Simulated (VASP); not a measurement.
CuAu: single point with PBE

The system is CuAu.

```xyz
2
Lattice="2.8107 0.0000 0.0000 0.0000 2.8107 0.0000 0.0000 0.0000 3.6850" Properties=species:S:1:pos:R:3 pbc="T T T"
Au    0.0723    0.0322   -0.0953
Cu    1.4038    1.3095    1.8678
```

The cell isn't the ideal one: grid = ENCUT=900 k=12x12x9 ISMEAR=1 SIGMA=0.05 PREC=Accurate EDIFF=1e-08 LREAL=False ADDGRID=False LASPH=True; atoms moved at random, drawn with an rms of 0.1 Å.

| Property | Result |
| --- | --- |
| Program | VASP 6.6.1 |
| Task | single point |
| Functional | PBE |
| Potentials or basis | VASP PAW PBE potentials, release 64 (Au, Cu) |
| Cutoff | 900 eV |
| k mesh | 12 × 12 × 9 |
| Occupations | methfessel-paxton, width 0.05 eV |
| Spin | no spin polarisation |
| Further INCAR settings | ADDGRID = False; ALGO = Normal; EDIFF = 1e-08; NBANDS = 18 |

- Pressure: 7.2 GPa
- Largest force: 1.080 eV/Å
- Band gap on the k mesh: none (metal or under the smearing width)

Forces on the atoms (eV/Å):
```
Au  -0.301 -0.500  0.909
Cu   0.301  0.500 -0.909
```

Stress tensor (GPa, compression positive):
```
 7.92  0.67 -1.14
 0.67  7.11 -1.89
-1.14 -1.89  6.45
```

Levels at points of the mesh, in eV from the Fermi level:
```
           k point  band 7  band 8  band 9  band 10  band 11  band 12  band 13  band 14  band 15  band 16
(0.00, 0.00, 0.00)   -2.78   -2.12   -1.65    -1.47    -1.38     2.26     8.01    10.14    10.23    16.64
(0.50, 0.00, 0.00)   -2.82   -2.78   -2.24    -2.04    -0.82    -0.07     9.14     9.47    11.50    11.86
(0.00, 0.50, 0.00)   -2.90   -2.82   -2.27    -2.00    -0.85    -0.04     9.01     9.52    11.44    12.00
(0.50, 0.50, 0.00)   -1.61   -1.57   -1.35    -1.34     0.75     0.84     5.18     6.87    10.31    11.73
```

It took 9.3 min on 1 thread of Intel(R) Xeon(R) Platinum 8375C CPU @ 2.90GHz (Ice Lake), with other jobs on the host, peak memory 0.85 GiB.

The run has no spin-orbit coupling, so splittings on Au are missing.
